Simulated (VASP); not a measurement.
# HfC (Fm-3m) in VASP: further runs

The runs below take HfC through relaxation of cell and atoms, with PBE+TS, PBEsol+D3, PBEsol+D3(BJ).

Everything below comes from runs of VASP 6.6.1. Logs are shortened: lines on timing, memory, paths and dates and some standing lists are left out, and cuts for length are marked.

### Step 1. The structure

Symmetry: Fm-3m, No. 225, cubic system. The conventional cell has a = 4.650 Å, b = 4.650 Å, c = 4.650 Å, α = 90.00°, β = 90.00°, γ = 90.00°. Hf (site symmetry m-3m) is surrounded by 6 C at 2.33 Å. Around C (site symmetry m-3m) lie 6 Hf at 2.33 Å.

### Step 2. Relaxation of cell and atoms, PBE+TS

File INCAR:

```
SYSTEM = HfC
PREC = Accurate
ENCUT = 600
EDIFF = 1E-6
ISMEAR = -1
SIGMA = 0.05
LREAL = .False.
LASPH = .True.
NELM = 80
ALGO = Normal
ISIF = 3
LWAVE = .False.
LCHARG = .False.
GGA = PE
IVDW = 2
IBRION = 2
NSW = 40
EDIFFG = -0.01
```

File KPOINTS:

```
regular mesh
0
Gamma
  10 10 10
  0 0 0
```

File POSCAR:

```
HfC
1.0
    0.0000000000      2.3250000000      2.3250000000
    2.3250000000      0.0000000000      2.3250000000
    2.3250000000      2.3250000000      0.0000000000
Hf C
1 1
Direct
    0.5000000000      0.5000000000      0.5000000000
    0.0000000000      0.0000000000      0.0000000000
```

Potentials or basis: VASP PAW PBE potentials, release 64 (Hf_pv, C).

Command:

```bash
$ cat potpaw_PBE.64/Hf_pv/POTCAR potpaw_PBE.64/C/POTCAR > POTCAR
$ mpirun -np 1 vasp_std > vasp.out
```

OUTCAR:

```text
SYSTEM = HfC
   PREC = Accurate
   ENCUT = 600
   EDIFF = 1E-6
   ISMEAR = -1
   LREAL = .False.
   LASPH = .True.
   NELM = 80
   ISIF = 3
   GGA = PE
   IVDW = 2
   IBRION = 2
   NSW = 40
   EDIFFG = -0.01
  IVDW =   2

 ion  position               nearest neighbor table
   1  0.500  0.500  0.500-   2 2.33   2 2.33   2 2.33   2 2.33   2 2.33   2 2.33
   2  0.000  0.000  0.000-   1 2.33   1 2.33   1 2.33   1 2.33   1 2.33   1 2.33

  LATTYP: Found a face centered cubic cell.
 ALAT       =     4.6500000000

  Lattice vectors:

 A1 = (   0.0000000000,   2.3250000000,   2.3250000000)
 A2 = (   2.3250000000,   0.0000000000,   2.3250000000)
 A3 = (   2.3250000000,   2.3250000000,   0.0000000000)

Analysis of symmetry for initial positions (statically):
=====================================================================
 Subroutine PRICEL returns:
 Original cell was already a primitive cell.

 Routine SETGRP: Setting up the symmetry group for a
 face centered cubic supercell.

 Subroutine GETGRP returns: Found 48 space group operations
 (whereof 48 operations were pure point group operations)
 out of a pool of 48 trial point group operations.

The static configuration has the point symmetry O_h .

Analysis of symmetry for dynamics (positions and initial velocities):
=====================================================================
 Subroutine PRICEL returns:
 Original cell was already a primitive cell.

 Routine SETGRP: Setting up the symmetry group for a
 face centered cubic supercell.

 Subroutine GETGRP returns: Found 48 space group operations
 (whereof 48 operations were pure point group operations)
 out of a pool of 48 trial point group operations.

The dynamic configuration has the point symmetry O_h .

 Subroutine INISYM returns: Found 48 space group operations
 (whereof 48 operations are pure point group operations),
 and found     1 'primitive' translations

----------------------------------------------------------------------------------------

                                     Primitive cell

  volume of cell :      25.1362

  direct lattice vectors                    reciprocal lattice vectors
     0.000000000  2.325000000  2.325000000    -0.215053763  0.215053763  0.215053763
     2.325000000  0.000000000  2.325000000     0.215053763 -0.215053763  0.215053763
     2.325000000  2.325000000  0.000000000     0.215053763  0.215053763 -0.215053763

  length of vectors
     3.288046533  3.288046533  3.288046533     0.372484045  0.372484045  0.372484045

  position of ions in fractional coordinates (direct lattice)
     0.500000000  0.500000000  0.500000000
     0.000000000  0.000000000  0.000000000

  ion indices of the primitive-cell ions
   primitive index   ion index
                 1           1
[... 78 lines left out ...]
   NFREE  =      1    steps in history (QN), initial steepest desc. (CG)
   ISIF   =      3    stress and relaxation
   ISYM   =      2    0-nonsym 1-usesym 2-fastsym
   POTIM  = 0.5000    time-step for ionic-motion
   TEBEG  =    0.0;   TEEND  =   0.0 temperature during run
   PSTRESS=    0.0 pullay stress
   NELECT =      14.0000    total number of electrons
   NUPDOWN=      -1.0000    fix difference up-down
   EMIN   =  10.00;   EMAX   =-10.00  energy-range for DOS
   EFERMI =   0.00;   METHOD = LEGACY
   ISMEAR =    -1;   SIGMA  =   0.05  broadening in eV -4-tet -1-fermi 0-gaus
   EFERMI_NEDOS =   21; number of points for ismear=-14 and -15
   IALGO  =     38    algorithm
   IMIX   =      4    mixing-type and parameters
     AMIX     =   0.40;   BMIX     =  1.00
     AMIX_MAG =   1.60;   BMIX_MAG =  1.00
  volume/ion in A,a.u.               =      12.57        84.81
  Fermi-wavevector in a.u.,A,eV,Ry     =   1.346949  2.545365 24.684672  1.814272
  Thomas-Fermi vector in A             =   2.474740
   LORBIT       =      0    0 simple, 1 ext, 2 COOP (PROOUT), +10 PAW based schemes
   GGA     = PE    functional components
   LHFCALC =     F    Hartree Fock is set to
   AEXX    =    0.0000 exact exchange contribution
   IVDW    =     2    specifies the selected vdW correction
   LEPSILON=     F    determine dielectric tensor
   LRPA    =     F    only Hartree local field effects (RPA)
 conjugate gradient relaxation of ions
 non-spin polarized calculation
  energy-cutoff  :      600.00
  volume of cell :       25.14
 maximum number of plane-waves:       869
 NGX is ok and might be reduce to    28
   NGX = 13   NGY = 13   NGZ = 13

--------------------------------------- Ionic step        1  -------------------------------------------

 number of electron      14.0000000 magnetization

 Free energy of the ion-electron system (eV)
  ---------------------------------------------------
  ext. energy  EPLUGINS =         0.00000000
  ---------------------------------------------------
  free energy    TOTEN  =       -21.04541827 eV

  energy without entropy =      -21.04261788  energy(sigma->0) =      -21.04401808

------------------------ aborting loop because EDIFF is reached ----------------------------------------

  Tkatchenko/Scheffler method for vdW energy calculation

  Number of pair interactions contributing to vdW energy:   62778
[... 117 lines left out ...]
--------------------------------------- Ionic step        4  -------------------------------------------

 number of electron      13.9999999 magnetization

 Free energy of the ion-electron system (eV)
  ---------------------------------------------------
  ext. energy  EPLUGINS =         0.00000000
  ---------------------------------------------------
  free energy    TOTEN  =       -21.01242740 eV

  energy without entropy =      -21.00984666  energy(sigma->0) =      -21.01113703

 E-fermi :   6.3079     XC(G=0): -12.5024

 val. band max:        6.2831972225   @ k =   0.1000   0.0000   0.0000
 cond. band min:       6.4337655776   @ k =   0.1000   0.1000   0.0000
 fundamental gap:      0.1505683551
 Fermi energy:         6.3079386142

 k-point     1 :       0.0000    0.0000    0.0000
  band No.  band energies     occupation
      1     -23.0663      2.00000
      2     -23.0663      2.00000
      3     -23.0663      2.00000
      4      -6.2387      2.00000
      5       7.3147      0.00000
      6       7.3147      0.00000
      7       7.3147      0.00000
      8       7.6959      0.00000
      9       7.6959      0.00000
     10       7.6959      0.00000
     11       9.8200      0.00000
[... 309 lines left out ...]
 k-point    24 :       0.4000    0.3000    0.0000
  band No.  band energies     occupation
      1     -23.6437      2.00000
      2     -23.2975      2.00000
      3     -23.2730      2.00000
      4      -4.0760      2.00000
      5       2.5082      2.00000
      6       4.3975      2.00000
      7       5.5748      2.00000
      8       6.5023      0.04022
      9      11.9169      0.00000
     10      13.0009      0.00000
     11      13.1294      0.00000

 [... further k-points ...]

------------------------ aborting loop because EDIFF is reached ----------------------------------------

  Hirshfeld charges:
            ion         q(e)
   ------------------------------
      1     Hf       0.40973990
      2     C       -0.40973990

  Tkatchenko/Scheffler method for vdW energy calculation

  Number of pair interactions contributing to vdW energy:   65274

  Edisp (eV):   -1.30848
[... 25 lines left out ...]
  FREE ENERGIE OF THE ION-ELECTRON SYSTEM (eV)
  ---------------------------------------------------
  free  energy   TOTEN  =       -22.3209085144 eV

  energy  without entropy=      -22.3183277789  energy(sigma->0) =      -22.31961815

 reached required accuracy - stopping structural energy minimisation
```

OSZICAR:

```text
N       E                     dE             d eps       ncg     rms          rms(c)
DAV:   1     0.260977732778E+02    0.26098E+02   -0.89787E+03  1034   0.140E+03
[... 35 lines left out ...]
DAV:  10    -0.210186133650E+02    0.30746E-06   -0.22517E-06   893   0.163E-02
   3 F= -.22320915E+02 E0= -.22319618E+02  d E =-.324935E-01
       N       E                     dE             d eps       ncg     rms          rms(c)
DAV:   1    -0.210130534820E+02    0.55602E-02   -0.18654E-02  1037   0.134E+00    0.439E-01
DAV:   2    -0.210125988629E+02    0.45462E-03   -0.59582E-04  1034   0.249E-01    0.234E-01
DAV:   3    -0.210124265847E+02    0.17228E-03   -0.52744E-04  1052   0.212E-01    0.141E-01
DAV:   4    -0.210124273954E+02   -0.81065E-06   -0.79085E-06  1244   0.301E-02
   4 F= -.22320909E+02 E0= -.22319618E+02  d E =-.324870E-01
```

It took 34 s on 1 thread of AMD EPYC 9R45 (Zen 5), shared host; peak memory 0.15 GiB.

What came out:

```
Free energy                            : -22.3209 eV
Relaxed volume                         : 12.03 Å³/atom
Relaxed cell                           : a = 3.241 Å, b = 3.241 Å, c = 3.241 Å, α = 60.00°, β = 60.00°, γ = 60.00°
Space group after relaxing (to 0.05 Å) : Fm-3m (No. 225)
Energy gained by relaxing              : 16.2 meV/atom
Ionic steps                            : 4
Pressure after relaxing                : 0.0 GPa
Band gap on the k mesh                 : none (metal or under the smearing width)
Hirshfeld charges                      : Hf +0.41; C -0.41 e
Dispersion energy per atom             : -0.654 eV
```

The path:
```
step  energy change (eV)  largest force (eV/Å)  pressure (GPa)  volume (Å³)
   1              0.0000                0.0000          -10.52        25.14
   2              0.1011                0.0000           23.90        22.25
   3             -0.0325                0.0000           -1.15        24.16
   4             -0.0325                0.0000           -0.03        24.06
```

Final structure:
```yaml
crystal:
  lattice:
    - [0.00000, 2.29148, 2.29148]
    - [2.29148, 0.00000, 2.29148]
    - [2.29148, 2.29148, 0.00000]
  atoms:
    - { symbol: Hf, position: [0.50000, 0.50000, 0.50000] }
    - { symbol: C, position: [0.00000, 0.00000, 0.00000] }
```

Levels at points of the mesh, in eV from the Fermi level:
| k point | band 4 | band 5 | band 6 | band 7 | band 8 | band 9 | band 10 | band 11 |
| --- | --- | --- | --- | --- | --- | --- | --- | --- |
| (0.00, 0.00, 0.00) | -12.55 | 1.01 | 1.01 | 1.01 | 1.39 | 1.39 | 1.39 | 3.51 |
| (0.50, 0.00, 0.00) | -8.54 | -6.35 | -3.15 | -3.15 | 5.56 | 5.56 | 6.05 | 6.76 |
| (0.50, 0.50, 0.00) | -10.63 | -2.55 | -1.94 | -0.07 | -0.07 | 5.55 | 7.08 | 7.08 |

Caveat: atom-pairwise D2, TS and ULG terms overbind metals; pairwise dispersion overbinds metals, which lowers pressure and volume. Spin-orbit coupling is left out, which matters for the levels of Hf.

(Continued in part 2 of 2.)
